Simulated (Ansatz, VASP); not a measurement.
# One calculation of ZnCu, two programs

```
Zn Cu
1.0
     2.84063    0.00000    0.00000
     0.00000    2.84063    0.00000
     0.00000    0.00000    2.84063
Zn Cu
1 1
Direct
  0.50000 0.50000 0.50000
  0.00000 0.00000 0.00000
```

Alike in both runs: task single point; functional PBEsol; k mesh 14 × 14 × 14; occupations gaussian, width 0.1 eV; no spin polarisation.

|  | VASP | Ansatz |
| --- | --- | --- |
| version | VASP 6.6.1 | Ansatz 0.2.0 |
| potentials or method | VASP PAW PBE potentials, release 64 (Zn, Cu) | scalar-relativistic, plane waves, PAW |
| plane-wave cutoff (eV) | 520 | 420 |
| valence electrons in the cell | 23 | 31 |

Ansatz gave:

| Quantity | Value |
| --- | --- |
| gap on the k mesh at the Fermi level (eV) | none |
| pressure (GPa) | 11.5 |

Task: Which values does VASP return?

Result: gap on the k mesh at the Fermi level (eV): none; pressure (GPa): 12.4.

A gap of «none» marks a metal or a gap that the smearing closes. The two sets of potentials don't hold the same shells in valence.

Caveats: the PAW data sets were made with another functional, which shifts forces and pressure a little (VASP).
